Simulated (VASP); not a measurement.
Set up this calculation in VASP 6.6.1, as the native input.

```yaml
Task: density of states
Functional: PBE
Potentials_or_basis: VASP PAW PBE potentials, release 64 (Mg)
Cutoff: 520 eV
k_mesh: 11 × 11 × 3
Occupations: fermi-dirac, width 0.08 eV
Spin: no spin polarisation
Dipole_correction: no
k_mesh_for_the_DOS: 17 × 17 × 5
Occupations_for_the_DOS: tetrahedron
Further_INCAR_settings: ALGO = Fast; EDIFF = 1e-06
```

Mg:

```xyz
4
Lattice="3.1960 0.0000 0.0000 -1.5980 2.7678 0.0000 0.0000 0.0000 10.3952" Properties=species:S:1:pos:R:3 pbc="T T T"
Mg    0.0000    0.0000    0.0000
Mg    0.0000    0.0000    5.1976
Mg    0.0000    1.8452    2.5988
Mg    1.5980    0.9226    7.7964
```

The input as run:

POSCAR

```
Mg
1.0
    3.1959731071      0.0000000000      0.0000000000
   -1.5979865536      2.7677939005      0.0000000000
    0.0000000000      0.0000000000     10.3952417388
Mg
4
Direct
    0.0000000000      0.0000000000      0.0000000000
    0.0000000000      0.0000000000      0.5000000000
    0.3333333333      0.6666666667      0.2500000000
    0.6666666667      0.3333333333      0.7500000000
```

INCAR.step1

```
SYSTEM = Mg
PREC = Accurate
ENCUT = 520
EDIFF = 1E-6
ISMEAR = -1
SIGMA = 0.08
LREAL = .False.
LASPH = .True.
NELM = 100
ALGO = Fast
ISIF = 2
LWAVE = .False.
LCHARG = .True.
GGA = PE
NBANDS = 12
```

KPOINTS.step1

```
Automatic mesh
0
Gamma
  11 11 3
  0 0 0
```

INCAR.step2

```
SYSTEM = Mg
PREC = Accurate
ENCUT = 520
EDIFF = 1E-6
ISMEAR = -5
SIGMA = 0.08
LREAL = .False.
LASPH = .True.
NELM = 100
ALGO = Fast
ISIF = 2
LWAVE = .False.
LCHARG = .False.
GGA = PE
LORBIT = 10
NEDOS = 2001
ICHARG = 11
```

KPOINTS.step2

```
Automatic mesh
0
Gamma
  17 17 5
  0 0 0
```

Potentials or basis: VASP PAW PBE potentials, release 64 (Mg).

Launch:

```bash
$ cat potpaw_PBE.64/Mg/POTCAR > POTCAR
$ cp INCAR.step1 INCAR
$ cp KPOINTS.step1 KPOINTS
$ mpirun -np 1 vasp_std > vasp.out
$ cp INCAR.step2 INCAR
$ cp KPOINTS.step2 KPOINTS
$ mpirun -np 1 vasp_std > vasp.out
```

Results of the run:

The valence electrons inside the program's atomic spheres are Mg 0.34, 0.35.

Run time: 40 s on 1 thread of Intel(R) Xeon(R) Platinum 8488C (Sapphire Rapids), on a shared host, peak memory 0.23 GiB.
